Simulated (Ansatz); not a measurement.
Au, 1 atom in the cell. The structure is cubic, space group Pm-3m (No. 221). The conventional cell has a = 2.748 Å, b = 2.748 Å, c = 2.748 Å, α = 90.00°, β = 90.00°, γ = 90.00°. Au (site symmetry m-3m) has 6 Au at 2.75 Å as nearest neighbours. The cell was built by a generator and needn't be a form met in nature.

```yaml
Program: Ansatz 0.2.0
Task: band structure
Functional: r2SCAN
Potentials_or_basis: Ansatz PAW
Cutoff: "500 eV (not typed: the program's choice for these potentials)"
k_mesh: 7 × 7 × 7
Occupations: fermi-dirac, width 0.05 eV
Spin: spin-orbit coupling, no magnetisation
Path: "[[\"G\", \"X\", \"M\", \"G\", \"R\", \"X\"], [\"M\", \"R\"]]"
Points_for_each_segment_of_the_path: 14
```

Potentials or basis: Ansatz PAW.

Launch:

```console
$ ansatz run input.yaml --threads 2 --pin off --max-ram 5632MiB --backend cpu --events-out ev --progress --plain --runs-dir out
```

Hardware: 2 threads of Arm Neoverse V2, with other jobs on the host.

Task: Estimate the wall time of this run.

Result: Run time: 11 s on 2 threads of Arm Neoverse V2 (shared host), peak memory 0.38 GiB. Counts: scf iterations 7, plane waves 515, k points 20, bands 25.
